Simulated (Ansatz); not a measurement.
Crystal: BAs.

```xyz
2
Lattice="0.0000 2.3885 2.3885 2.3885 0.0000 2.3885 2.3885 2.3885 0.0000" Properties=species:S:1:pos:R:3 pbc="T T T"
As    3.5827    3.5827    3.5827
B     0.0000    0.0000    0.0000
```

- Program: Ansatz 0.2.0
- Task: relaxation of cell and atoms
- Functional: BLYP
- Potentials or basis: Ansatz PAW
- Cutoff: 420 eV (not typed: the program's choice for these potentials)
- k mesh: 10 × 10 × 10
- Occupations: fermi-dirac, width 0.05 eV
- Spin: no spin polarisation

At the start: volume 13.63 Å³/atom.

Question: Where does the relaxation end?

Answer: It ends after 7 steps and the volume is 14.45 Å³/atom (+6.1 %); space group F-43m (No. 216, to 0.05 Å).

Step by step:
```
step  energy change (eV)  largest force (eV/Å)  volume (Å³)
   1              0.0000                0.0000        27.25
   2             -0.0337                0.0000        28.38
   3             -0.0368                0.0000        28.85
   4             -0.0368                0.0000        28.89
   5             -0.0382                0.0000        28.89
   6             -0.0382                0.0000        28.91
   7             -0.0382                0.0000        28.91
```

Final structure:
```cif
data_structure
_symmetry_space_group_name_H-M 'P 1'
_symmetry_Int_Tables_number 1
_cell_length_a 3.4449
_cell_length_b 3.4449
_cell_length_c 3.4449
_cell_angle_alpha 60.000
_cell_angle_beta 60.000
_cell_angle_gamma 60.000
_cell_volume 28.91
loop_
_atom_site_label
_atom_site_type_symbol
_atom_site_fract_x
_atom_site_fract_y
_atom_site_fract_z
_atom_site_occupancy
As1 As 0.75000 0.75000 0.75000 1
B1 B 0.00000 0.00000 0.00000 1
```

Caveat: the plane-wave basis is chosen anew once the cell has moved, so the energies of steps on either side of that aren't comparable; the PAW data sets come from PBE, with cores solved anew for the run's functional, which leaves a small shift of forces and pressure.
